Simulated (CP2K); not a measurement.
# Al2Cu (Khatyrkite) (I4/mcm) in CP2K: reference runs

Reference runs on Al2Cu (Khatyrkite): the cell as given and a disturbed copy.

Program: CP2K 2026.2. These are calculated values, not measurements. Logs are shortened: lines on timing, memory, paths and dates and some standing lists are left out, and cuts for length are marked.

## (1) The structure

Symmetry: I4/mcm, No. 140, tetragonal system. The conventional cell has a = 6.067 Å, b = 6.067 Å, c = 4.877 Å, α = 90.00°, β = 90.00°, γ = 90.00°. Cu (site symmetry 422) is surrounded by 2 Cu at 2.44 Å and 8 Al at 2.59 Å. Al (site symmetry m2m) is surrounded by 4 Cu at 2.59 Å and 3 Al at 2.71 to 2.90 Å.

## (2) Single point, PBEsol

Contents of al2cu_scf.inp:

```
&GLOBAL
  PROJECT al2cu_scf
  RUN_TYPE ENERGY_FORCE
  PRINT_LEVEL LOW
&END GLOBAL
&FORCE_EVAL
  METHOD QS
  STRESS_TENSOR ANALYTICAL
  &DFT
    BASIS_SET_FILE_NAME BASIS_MOLOPT_UZH
    POTENTIAL_FILE_NAME POTENTIAL_UZH
    &MGRID
      CUTOFF 450
      REL_CUTOFF 60
      NGRIDS 4
    &END MGRID
    &QS
      METHOD GPW
      EPS_DEFAULT 1.0E-10
    &END QS
    &KPOINTS
      SCHEME MONKHORST-PACK 7 7 7
      GAMMA_CENTERED T
      SYMMETRY T
      SYMMETRY_BACKEND SPGLIB
    &END KPOINTS
    &SCF
      SCF_GUESS ATOMIC
      EPS_SCF 1.0E-6
      MAX_SCF 100
      ADDED_MOS 24
      CHOLESKY OFF
      EPS_EIGVAL 1.0E-7
      &DIAGONALIZATION ON
        ALGORITHM STANDARD
      &END DIAGONALIZATION
      &MIXING ON
        METHOD BROYDEN_MIXING
        ALPHA 0.4
        BETA 1.5
        NBUFFER 8
      &END MIXING
      &SMEAR ON
        METHOD FERMI_DIRAC
        ELECTRONIC_TEMPERATURE [K] 580.226
      &END SMEAR
    &END SCF
    &XC
      &XC_FUNCTIONAL
        &GGA_X_PBE_SOL
        &END GGA_X_PBE_SOL
        &GGA_C_PBE_SOL
        &END GGA_C_PBE_SOL
      &END XC_FUNCTIONAL
    &END XC
    &PRINT
      &KPOINTS ON
      &END KPOINTS
      &MULLIKEN ON
      &END MULLIKEN
      &MO ON
        ENERGIES T
        OCCUPATION_NUMBERS T
        &EACH
          QS_SCF 0
        &END EACH
        ADD_LAST NUMERIC
      &END MO
      &LOWDIN ON
      &END LOWDIN
      &HIRSHFELD ON
        SHAPE_FUNCTION DENSITY
      &END HIRSHFELD
    &END PRINT
  &END DFT
  &SUBSYS
    &CELL
      A 4.9346252897 0.0000000000 0.0000000000
      B -2.5246014679 4.2399191240 0.0000000000
      C -1.2050119109 -2.1199595620 4.2900168415
      PERIODIC XYZ
    &END CELL
    &COORD
      SCALED
      Cu  0.2500000000 0.2500000000 0.0000000000
      Cu  0.7500000000 0.7500000000 0.0000000000
      Al  0.3419000000 0.1581000000 0.5000000000
      Al  0.8419000000 0.3419000000 0.1838000000
      Al  0.6581000000 0.8419000000 0.5000000000
      Al  0.1581000000 0.6581000000 0.8162000000
    &END COORD
    &KIND Cu
      BASIS_SET TZVP-MOLOPT-PBE-GTH-q11
      POTENTIAL GTH-PBE-q11
    &END KIND
    &KIND Al
      BASIS_SET TZVP-MOLOPT-PBE-GTH-q3
      POTENTIAL GTH-PBE-q3
    &END KIND
    &PRINT
      &ATOMIC_COORDINATES ON
      &END ATOMIC_COORDINATES
      &CELL ON
      &END CELL
    &END PRINT
  &END SUBSYS
  &PRINT
    &FORCES ON
    &END FORCES
    &STRESS_TENSOR ON
    &END STRESS_TENSOR
  &END PRINT
&END FORCE_EVAL
```

Potentials or basis: POTENTIAL_UZH Cu GTH-PBE-q11, Al GTH-PBE-q3; TZVP-MOLOPT-PBE-GTH basis.

Launch:

```
> OMP_NUM_THREADS=1 mpirun -n 3 cp2k.psmp -i al2cu_scf.inp -o al2cu_scf.out
```

al2cu_scf.out:

```text

 CP2K| version string:                                       CP2K version 2026.2
 CP2K| Input file name                                             al2cu_scf.inp

 GLOBAL| Force Environment number                                              1
 GLOBAL| Basis set file name                                    BASIS_MOLOPT_UZH
 GLOBAL| Potential file name                                       POTENTIAL_UZH
 GLOBAL| MM Potential file name                                     MM_POTENTIAL
 GLOBAL| Coordinate file name                                      __STD_INPUT__
 GLOBAL| Method name                                                        CP2K
 GLOBAL| Project name                                                  al2cu_scf
 GLOBAL| Run type                                                   ENERGY_FORCE
 GLOBAL| FFT library                                                       FFTW3
 GLOBAL| Diagonalization library                                       ScaLAPACK
 GLOBAL| Cholesky decomposition library                                ScaLAPACK
 GLOBAL| DGEMM library                                                      BLAS
 GLOBAL| Direct generalized diagonalization requested                          F
 GLOBAL| Matrix multiplication library                                 ScaLAPACK
 GLOBAL| Global print level                                                  LOW
 GLOBAL| Total number of message passing processes                             3
 GLOBAL| Number of threads for this process                                    1
 GLOBAL| CPU model name                                                  UNKNOWN

 CELL| Volume [angstrom^3]:                                            89.757500
 CELL| Vector a [angstrom]:       4.935     0.000     0.000   |a| =     4.934625
 CELL| Vector b [angstrom]:      -2.525     4.240     0.000   |b| =     4.934625
 CELL| Vector c [angstrom]:      -1.205    -2.120     4.290   |c| =     4.934625
 CELL| Angle (b,c), alpha [degree]:                                   104.134279
 CELL| Angle (a,c), beta  [degree]:                                   104.134279
 CELL| Angle (a,b), gamma [degree]:                                   120.771101
 CELL| Numerically orthorhombic:                                              NO
 CELL| Periodicity                                                           XYZ

 CELL_REF| Volume [angstrom^3]:                                        89.757500
 CELL_REF| Vector a [angstrom     4.935     0.000     0.000   |a| =     4.934625
 CELL_REF| Vector b [angstrom    -2.525     4.240     0.000   |b| =     4.934625
 CELL_REF| Vector c [angstrom    -1.205    -2.120     4.290   |c| =     4.934625
 CELL_REF| Angle (b,c), alpha [degree]:                               104.134279
 CELL_REF| Angle (a,c), beta  [degree]:                               104.134279
 CELL_REF| Angle (a,b), gamma [degree]:                               120.771101
 CELL_REF| Numerically orthorhombic:                                          NO
 CELL_REF| Periodicity                                                       XYZ
[... 10 lines left out ...]

  Total number of            - Atomic kinds:                                   2
                             - Atoms:                                          6
                             - Shell sets:                                     6
                             - Shells:                                        48
                             - Primitive Cartesian functions:                 28
                             - Cartesian basis functions:                    152
                             - Spherical basis functions:                    136

  Maximum angular momentum of- Orbital basis functions:                        3
                             - Local part of the GTH pseudopotential:          0
                             - Non-local part of the GTH pseudopotential:      4

 MODULE QUICKSTEP: ATOMIC COORDINATES IN ANGSTROM

   Atom Kind Element         X             Y             Z       Z(eff)     Mass
      1    1 Cu   29      0.602506      1.059980      0.000000  11.0000  63.5460
      2    1 Cu   29      1.807518      3.179939      0.000000  11.0000  63.5460
      3    2 Al   13      0.685503     -0.389649      2.145008   3.0000  26.9815
      4    2 Al   13      3.069819      1.059980      0.788505   3.0000  26.9815
      5    2 Al   13      0.519509      2.509608      2.145008   3.0000  26.9815
      6    2 Al   13     -1.864807      1.059980      3.501512   3.0000  26.9815

 SCF PARAMETERS         Density guess:                                    ATOMIC
                        --------------------------------------------------------
                        max_scf:                                             100
[... 7 lines left out ...]
                        --------------------------------------------------------
                        level_shift [a.u.]:                             0.000000
                        added MOs                                        24    0
                        --------------------------------------------------------
                        Mixing method:                            BROYDEN_MIXING
[... 11 lines left out ...]
 *******************************************************************************
 BRILLOUIN| K-point scheme                                        Monkhorst-Pack
 BRILLOUIN| K-Point grid                                             7    7    7
[... 55 lines left out ...]

 Number of orbital functions:                                                136
 Number of independent orbital functions:                                    136

 SCF WAVEFUNCTION OPTIMIZATION

  Step     Update method      Time    Convergence         Total energy    Change
  ------------------------------------------------------------------------------
     1 NoMix/Diag. 0.40E+00    5.1     1.23894841      -104.2285552432 -1.04E+02
     2 Broy./Diag. 0.40E+00    5.5     0.05352728      -103.0386280149  1.19E+00
     3 Broy./Diag. 0.40E+00    5.5     0.01947818      -103.9612359666 -9.23E-01
     4 Broy./Diag. 0.40E+00    5.5     0.04759219      -103.6825011650  2.79E-01
     5 Broy./Diag. 0.40E+00    5.5     0.00217242      -103.6910266874 -8.53E-03
     6 Broy./Diag. 0.40E+00    5.5     0.00160452      -103.7070716379 -1.60E-02
     7 Broy./Diag. 0.40E+00    5.5     0.00061311      -103.6783835836  2.87E-02
     8 Broy./Diag. 0.40E+00    5.5     0.00033230      -103.6873613340 -8.98E-03
     9 Broy./Diag. 0.40E+00    5.5     0.00004680      -103.6807873660  6.57E-03
    10 Broy./Diag. 0.40E+00    5.5     0.00002924      -103.6815814029 -7.94E-04
    11 Broy./Diag. 0.40E+00    5.5     0.00000430      -103.6811458856  4.36E-04
    12 Broy./Diag. 0.40E+00    5.5     0.00000479      -103.6812129545 -6.71E-05
    13 Broy./Diag. 0.40E+00    5.5     0.00000039      -103.6812053645  7.59E-06

  *** SCF run converged in    13 steps ***

  Electronic density on regular grids:        -33.9999999691        0.0000000309
  Core density on regular grids:               33.9999999943       -0.0000000057
  Total charge density on r-space grids:        0.0000000251
  Total charge density g-space grids:           0.0000000251

  Overlap energy of the core charge distribution:               0.00000003530616
  Self energy of the core charge distribution:               -151.90360262145651
  Core Hamiltonian energy:                                     48.66717810439047
  Hartree energy:                                              17.90685579353439
  Exchange-correlation energy:                                -18.35127760416626
  Electronic entropic energy:                                  -0.00035907196837
  Fermi energy:                                                 0.25756300812673

  Total energy:                                              -103.68120536446109
  Total energy (extrapolated to T->0):                       -103.68102582847690

 MO| EIGENVALUES AND OCCUPATION NUMBERS FOR K POINT 1
 MO|
 MO|  Index      Eigenvalue [a.u.]        Eigenvalue [eV]             Occupation
 MO|      1              -0.030261              -0.823437               2.000000
 MO|      2              -0.025936              -0.705759               2.000000
 MO|      3               0.024483               0.666209               2.000000
 MO|      4               0.041760               1.136352               2.000000
 MO|      5               0.043485               1.183299               2.000000
 MO|      6               0.077699               2.114307               2.000000
[... 644 lines left out ...]
 MO|     40               0.858157              23.351632               0.000000
 MO|     41               0.885876              24.105910               0.000000
 MO| Sum:                                                              33.939739
 MO| E(Fermi):            0.257563 a.u.          7.008646 eV

 [... the levels of further k-points ...]

 !-----------------------------------------------------------------------------!
                     Mulliken Population Analysis

 #  Atom  Element  Kind  Atomic population                           Net charge
       1     Cu       1         11.822253                             -0.822253
       2     Cu       1         11.822192                             -0.822192
       3     Al       2          2.588883                              0.411117
       4     Al       2          2.588894                              0.411106
       5     Al       2          2.588885                              0.411115
       6     Al       2          2.588892                              0.411108
 # Total charge                             34.000000                  0.000000

 !-----------------------------------------------------------------------------!

 !-----------------------------------------------------------------------------!
                           Hirshfeld Charges

  #Atom  Element  Kind  Ref Charge     Population                    Net charge
      1       Cu     1      11.000         11.112                        -0.112
      2       Cu     1      11.000         11.112                        -0.112
      3       Al     2       3.000          2.944                         0.056
      4       Al     2       3.000          2.944                         0.056
      5       Al     2       3.000          2.944                         0.056
      6       Al     2       3.000          2.944                         0.056

  Total Charge                                                           -0.000
 !-----------------------------------------------------------------------------!

 LOWDIN POPULATION ANALYSIS

 #  Atom  Element  Kind  Atomic population                           Net charge
       1     Cu       1         12.869677                             -1.869677
       2     Cu       1         12.869675                             -1.869675
       3     Al       2          2.053990                              0.946010
       4     Al       2          2.076333                              0.923667
       5     Al       2          2.053991                              0.946009
       6     Al       2          2.076333                              0.923667
 # Total charge                             34.000000                 -0.000000

 ENERGY| Total FORCE_EVAL ( QS ) energy [hartree]           -103.681203910531977

 FORCES| Atomic forces [hartree/bohr]
 FORCES|   Atom     x               y               z               |f|
 FORCES|      1 -1.43114205E-07  1.00118851E-07 -7.12416663E-08   1.88628829E-07
 FORCES|      2  1.62433248E-07 -1.01815396E-07  5.50989356E-08   1.99466357E-07
 FORCES|      3 -9.54493513E-04  5.42495572E-04  2.39891792E-10   1.09788857E-03
 FORCES|      4  8.72586207E-09  2.22213514E-08 -1.09765534E-03   1.09765534E-03
 FORCES|      5  9.54472348E-04 -5.42483690E-04 -9.04517235E-09   1.09786430E-03
 FORCES|      6 -6.75803847E-09 -3.25472489E-08  1.09768068E-03   1.09768068E-03
 FORCES| Sum     1.21550537E-10 -1.39781949E-10  3.95117299E-10
 FORCES| Total atomic force                                       4.36384242E-10

 STRESS| Analytical stress tensor [bar]
 STRESS|                        x                   y                   z
 STRESS|      x       -1.93695620002E+04   1.65261107051E+03   2.65875199513E+01
 STRESS|      y        1.65261107051E+03  -1.74019352300E+04   4.68325755495E+01
 STRESS|      z        2.65875199513E+01   4.68325755495E+01  -2.02325752242E+04
 STRESS| 1/3 Trace                                            -1.90013574848E+04
 STRESS| Determinant                                          -6.76443434252E+12

 STRESS| Eigenvectors and eigenvalues of the analytical stress tensor [bar]
 STRESS|                        1                   2                   3
 STRESS| Eigenvalues  -2.03090302315E+04  -2.02333443125E+04  -1.64616979105E+04
 STRESS|      x           0.869344125678     -0.007412945430      0.494151636028
 STRESS|      y          -0.494207065615     -0.012211969280      0.869258444942
 STRESS|      z           0.000409200818      0.999897952816      0.014279933765
```

Run time: 84 s. Hardware: 3 MPI ranks of Arm Neoverse V1, shared host.

What came out:

```yaml
Free_energy: -2821.3090 eV
Pressure: -1.9 GPa
Largest_force: 0.056 eV/Å
Band_gap_on_the_k_mesh: none (metal or under the smearing width)
Mulliken_charges: Cu -0.82; Al +0.41 e
Hirshfeld_charges: Cu -0.11; Al +0.06 e
```

Forces in eV/Å, atoms in the order of the input:
```
Cu   0.000  0.000  0.000
Cu   0.000  0.000  0.000
Al  -0.049  0.028  0.000
Al   0.000  0.000 -0.056
Al   0.049 -0.028  0.000
Al   0.000  0.000  0.056
```

Levels at points of the mesh, in eV from the Fermi level:
| k point | band 15 | band 16 | band 17 | band 18 | band 19 | band 20 |
| --- | --- | --- | --- | --- | --- | --- |
| (0.00, 0.00, 0.00) | -1.50 | -1.30 | -1.30 | -0.87 | -0.41 | -0.02 |

Caveat: Mulliken charges move with the basis; the potentials were made for another functional, which shifts forces and pressure; the basis of atomic orbitals isn't converged, which shifts pressures, moduli and gaps.

[end of part 1 of 2]
